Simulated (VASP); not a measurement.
# GaP (F-43m) in VASP: notebook, part 2 of 3

VASP 6.6.1.

## (3) Single point, PBE (cell and atoms relaxed tightly for response)

INCAR

```
  PREC = Accurate
  ENCUT = 520
  EDIFF = 1E-7
  ISMEAR = 0
  SIGMA = 0.01
  LREAL = False
  LASPH = True
  NELM = 60
  ALGO = Fast
  ISIF = 2
  LWAVE = False
  LCHARG = True
  GGA = PE
  LELF = True
  LVHAR = True
  NBANDS = 16
```

KPOINTS

```
Automatic mesh
0
Gamma
  8 8 8
```

POSCAR

```
GaP
1.0
    0.0000000000      2.7530369315      2.7530369315
    2.7530369315      0.0000000000      2.7530369315
    2.7530369315      2.7530369315      0.0000000000
Ga P
1 1
Direct
    0.0000000000      0.0000000000      0.0000000000
    0.2500000000      0.2500000000      0.2500000000
```

Potentials or basis: VASP PAW PBE potentials, release 64 (Ga_d, P).

Started as:

```
> cat potpaw_PBE.64/Ga_d/POTCAR potpaw_PBE.64/P/POTCAR > POTCAR
> mpirun -np 1 vasp_std > vasp.out
```

OUTCAR:

```text
PREC = Accurate
   ENCUT = 520
   EDIFF = 1E-7
   ISMEAR = 0
   LREAL = False
   LASPH = True
   NELM = 60
   ISIF = 2
   GGA = PE

 ion  position               nearest neighbor table
   1  0.000  0.000  0.000-   2 2.38   2 2.38   2 2.38   2 2.38
   2  0.250  0.250  0.250-   1 2.38   1 2.38   1 2.38   1 2.38

  LATTYP: Found a face centered cubic cell.
 ALAT       =     5.5060738630

  Lattice vectors:

 A1 = (   0.0000000000,   2.7530369315,   2.7530369315)
 A2 = (   2.7530369315,   0.0000000000,   2.7530369315)
 A3 = (   2.7530369315,   2.7530369315,   0.0000000000)

Analysis of symmetry for initial positions (statically):
=====================================================================
 Subroutine PRICEL returns:
 Original cell was already a primitive cell.

 Routine SETGRP: Setting up the symmetry group for a
 face centered cubic supercell.

 Subroutine GETGRP returns: Found 24 space group operations
 (whereof 24 operations were pure point group operations)
 out of a pool of 48 trial point group operations.

The static configuration has the point symmetry T_d .

Analysis of symmetry for dynamics (positions and initial velocities):
=====================================================================
 Subroutine PRICEL returns:
 Original cell was already a primitive cell.

 Routine SETGRP: Setting up the symmetry group for a
 face centered cubic supercell.

 Subroutine GETGRP returns: Found 24 space group operations
 (whereof 24 operations were pure point group operations)
 out of a pool of 48 trial point group operations.

The dynamic configuration has the point symmetry T_d .

 Subroutine INISYM returns: Found 24 space group operations
 (whereof 24 operations are pure point group operations),
 and found     1 'primitive' translations

----------------------------------------------------------------------------------------

                                     Primitive cell

  volume of cell :      41.7317

  direct lattice vectors                    reciprocal lattice vectors
     0.000000000  2.753036932  2.753036932    -0.181617614  0.181617614  0.181617614
     2.753036932  0.000000000  2.753036932     0.181617614 -0.181617614  0.181617614
     2.753036932  2.753036932  0.000000000     0.181617614  0.181617614 -0.181617614

  length of vectors
     3.893382166  3.893382166  3.893382166     0.314570936  0.314570936  0.314570936

  position of ions in fractional coordinates (direct lattice)
     0.000000000  0.000000000  0.000000000
     0.250000000  0.250000000  0.250000000

  ion indices of the primitive-cell ions
   primitive index   ion index
                 1           1
                 2           2

----------------------------------------------------------------------------------------

 KPOINTS: Automatic mesh

Automatic generation of k-mesh.
 Grid dimensions read from file:
 generate k-points for:    8    8    8

 Generating k-lattice:

  Cartesian coordinates                     Fractional coordinates (reciprocal lattice)
    -0.022702202  0.022702202  0.022702202     0.125000000  0.000000000  0.000000000
     0.022702202 -0.022702202  0.022702202     0.000000000  0.125000000  0.000000000
     0.022702202  0.022702202 -0.022702202     0.000000000  0.000000000  0.125000000

  Length of vectors
     0.039321367  0.039321367  0.039321367

  Shift w.r.t. Gamma in fractional coordinates (k-lattice)
     0.000000000  0.000000000  0.000000000

 Subroutine IBZKPT returns following result:
 ===========================================

 Found     29 irreducible k-points:

 Following reciprocal coordinates:
            Coordinates               Weight
  0.000000  0.000000  0.000000      1.000000
  0.125000  0.000000  0.000000      8.000000
  0.250000  0.000000  0.000000      8.000000
  0.375000  0.000000  0.000000      8.000000
  0.500000  0.000000  0.000000      4.000000
  0.125000  0.125000  0.000000      6.000000
[... 16 lines left out ...]
  0.500000  0.250000  0.125000     48.000000
 -0.375000  0.250000  0.125000     24.000000
 [... further k-points ...]
   k-points           NKPTS =     29   k-points in BZ     NKDIM =     29   number of bands    NBANDS=     16
   number of dos      NEDOS =    301   number of ions     NIONS =      2
   total plane-waves  NPLWV =  27000
   dimension x,y,z NGX =    30 NGY =   30 NGZ =   30
   dimension x,y,z NGXF=    60 NGYF=   60 NGZF=   60
   ions per type =               1   1
   NGX,Y,Z   is equivalent  to a cutoff of  12.81, 12.81, 12.81 a.u.
   NGXF,Y,Z  is equivalent  to a cutoff of  25.62, 25.62, 25.62 a.u.
 SYSTEM =  unknown system
   PREC   = accura    normal or accurate (medium, high low for compatibility)
   ISTART =      0    job   : 0-new  1-cont  2-samecut
   ICHARG =      2    charge: 1-file 2-atom 10-const
   ISPIN  =      1    spin polarized calculation?
   LNONCOLLINEAR =      F non collinear calculations
   LSORBIT =      F    spin-orbit coupling
   LASPH  =      T    aspherical Exc in radial PAW
   ENCUT  =  520.0 eV  38.22 Ry    6.18 a.u.   7.24  7.24  7.24*2*pi/ulx,y,z
   NELM   =     60;   NELMIN=  2; NELMDL= -5     # of ELM steps
   EDIFF  = 0.1E-06   stopping-criterion for ELM
   LREAL  =      F    real-space projection
   EDIFFG = 0.1E-05   stopping-criterion for IOM
   NSW    =      0    number of steps for IOM
   IBRION =     -1    ionic relax: 0-MD 1-quasi-New 2-CG
   NFREE  =      0    steps in history (QN), initial steepest desc. (CG)
   ISIF   =      2    stress and relaxation
   ISYM   =      2    0-nonsym 1-usesym 2-fastsym
   POTIM  = 0.5000    time-step for ionic-motion
   TEBEG  =    0.0;   TEEND  =   0.0 temperature during run
   PSTRESS=    0.0 pullay stress
   NELECT =      18.0000    total number of electrons
   NUPDOWN=      -1.0000    fix difference up-down
   EMIN   =  10.00;   EMAX   =-10.00  energy-range for DOS
   EFERMI =   0.00;   METHOD = LEGACY
   ISMEAR =     0;   SIGMA  =   0.01  broadening in eV -4-tet -1-fermi 0-gaus
   EFERMI_NEDOS =   21; number of points for ismear=-14 and -15
   IALGO  =     68    algorithm
   IMIX   =      4    mixing-type and parameters
     AMIX     =   0.40;   BMIX     =  1.00
     AMIX_MAG =   1.60;   BMIX_MAG =  1.00
  volume/ion in A,a.u.               =      20.87       140.81
  Fermi-wavevector in a.u.,A,eV,Ry     =   1.236926  2.337451 20.816714  1.529985
  Thomas-Fermi vector in A             =   2.371514
   LORBIT       =      0    0 simple, 1 ext, 2 COOP (PROOUT), +10 PAW based schemes
   GGA     = PE    functional components
   LHFCALC =     F    Hartree Fock is set to
   AEXX    =    0.0000 exact exchange contribution
   IVDW    =     0    specifies the selected vdW correction
   LEPSILON=     F    determine dielectric tensor
   LRPA    =     F    only Hartree local field effects (RPA)
 non-spin polarized calculation
 RMM-DIIS sequential band-by-band and
 Gauss-broadening in eV      SIGMA  =   0.01
  energy-cutoff  :      520.00
  volume of cell :       41.73
 maximum number of plane-waves:      1158
 NGX is ok and might be reduce to    30
   NGX = 15   NGY = 15   NGZ = 15

 number of electron      18.0000003 magnetization

 Free energy of the ion-electron system (eV)
  ---------------------------------------------------
  ext. energy  EPLUGINS =         0.00000000
  ---------------------------------------------------
  free energy    TOTEN  =        -9.12558677 eV

  energy without entropy =       -9.12558677  energy(sigma->0) =       -9.12558677

 E-fermi :   4.4074     XC(G=0):  -9.6948

 val. band max:        4.3469719278   @ k =   0.0000   0.0000   0.0000
 cond. band min:       5.9224877499   @ k =   0.0000   0.0000   0.0000
 fundamental gap:      1.5755158221
 Fermi energy:         4.4073818526

 k-point     1 :       0.0000    0.0000    0.0000
  band No.  band energies     occupation
      1     -10.1566      2.00000
      2     -10.1566      2.00000
      3     -10.1566      2.00000
      4     -10.0659      2.00000
      5     -10.0659      2.00000
      6      -7.9201      2.00000
[... 8 lines left out ...]
     15      14.0915      0.00000
     16      14.0915      0.00000
[... 419 lines left out ...]
 k-point    24 :      -0.3750    0.2500    0.1250
  band No.  band energies     occupation
      1     -10.2350      2.00000
      2     -10.1286      2.00000
      3     -10.1177      2.00000
      4     -10.0703      2.00000
      5     -10.0592      2.00000
      6      -5.5639      2.00000
[... 8 lines left out ...]
     15      16.2405      0.00000
     16      16.6809      0.00000

 [... further k-points ...]

------------------------ aborting loop because EDIFF is reached ----------------------------------------

  FORCE on cell =-STRESS in cart. coord.  units (eV):
  Direction    XX          YY          ZZ          XY          YZ          ZX
  --------------------------------------------------------------------------------------
  -------------------------------------------------------------------------------------
  Total       -0.0026534     -0.0026534     -0.0026534      0.0000000      0.0000000     -0.0000000
  in kB       -0.1018689     -0.1018689     -0.1018689      0.0000000      0.0000000     -0.0000000
  external PRESSURE =      -0.1018689 kB  Pullay stress =       0.0000000 kB

 VOLUME and BASIS-vectors are now :
 -----------------------------------------------------------------------------
  energy-cutoff  :      520.00
  volume of cell :       41.73
      direct lattice vectors                 reciprocal lattice vectors
     0.000000000  2.753036932  2.753036932    -0.181617614  0.181617614  0.181617614
     2.753036932  0.000000000  2.753036932     0.181617614 -0.181617614  0.181617614
     2.753036932  2.753036932  0.000000000     0.181617614  0.181617614 -0.181617614

 POSITION                                       TOTAL-FORCE (eV/Angst)
 -----------------------------------------------------------------------------------
      0.00000      0.00000      0.00000         0.000000      0.000000      0.000000
      1.37652      1.37652      1.37652        -0.000000     -0.000000     -0.000000
 -----------------------------------------------------------------------------------
    total drift:                                0.000002      0.000002      0.000002

  FREE ENERGIE OF THE ION-ELECTRON SYSTEM (eV)
  ---------------------------------------------------
  free  energy   TOTEN  =        -9.1255867694 eV

  energy  without entropy=       -9.1255867694  energy(sigma->0) =       -9.12558677
```

stdout:

```text
POSCAR found type information on POSCAR GaP
 POSCAR found :  2 types and       2 ions
 scaLAPACK will be used
 LDA part: xc-table for (Slater+PW92), standard interpolation
 POSCAR, INCAR and KPOINTS ok, starting setup
 FFT: planning ... GRIDC
 FFT: planning ... GRID_SOFT
 FFT: planning ... GRID
 WAVECAR not read
 entering main loop
```

It took 23 s on 1 thread of Intel Xeon Platinum 8375C at 2.90GHz (Ice Lake), shared host; peak memory 0.17 GiB.

What came out:

| Property | Result |
| --- | --- |
| Free energy | -9.1256 eV |
| Pressure | 0.0 GPa |
| Band gap on the k mesh | 1.58 eV, direct |

A k mesh can miss the band edges.

[end of part 2 of 3]
